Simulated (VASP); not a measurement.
A run of VASP 6.6.1 is set up as follows.

The input INCAR:

```
  PREC = Accurate
  ENCUT = 400
  EDIFF = 1E-6
  ISMEAR = 0
  SIGMA = 0.01
  LREAL = F
  LASPH = T
  NELM = 80
  ALGO = Normal
  ISIF = 2
  LWAVE = F
  LCHARG = F
  GGA = PS
  ISYM = 0
```

KPOINTS

```
regular mesh
0
Gamma
  1 1 1
```

File POSCAR:

```
H2CO2                                   
1.0
   13.3432429698      0.0000000000      0.0000000000
    0.0000000000     13.8432429698      0.0000000000
    0.0000000000      0.0000000000     14.3432429698
  O               C               H             
     2     1     2
Selective dynamics
Direct
     0.4420683951000015    0.5019878909999989    0.4046502002000025   F   F   F
     0.4652420945895595    0.5217029547137875    0.5587183188790956   T   T   T
     0.4973776199387130    0.4995011382512229    0.4711228218909583   T   T   T
     0.5780737703576755    0.4793311471325375    0.4675715125725587   T   T   T
     0.5208020018519630    0.5154738693646139    0.6027250126853977   T   T   T
```

Potentials or basis: VASP PAW PBE potentials, release 64 (O, C, H).

Command:

```sh
$ cat potpaw_PBE.64/O/POTCAR potpaw_PBE.64/C/POTCAR potpaw_PBE.64/H/POTCAR > POTCAR
$ mpirun -np 4 vasp_gam > vasp.out
```

Task: What does it give for the largest force?

Result: 0.358 eV/Å.

Task: What does it give for the gap between the frontier levels?

Result: 5.20 eV.

Forces on the atoms (eV/Å):
```
O    0.133 -0.007  0.174
O    0.003 -0.055 -0.335
C   -0.329  0.099  0.102
H    0.101 -0.022  0.016
H    0.092 -0.016  0.044
```

Caveat: the standard files for N, O and F lose accuracy on very short bonds; the PAW data sets were made with another functional, which shifts forces and pressure a little. Expect the measured gap to be larger: semilocal functionals such as PBEsol lack the derivative discontinuity.
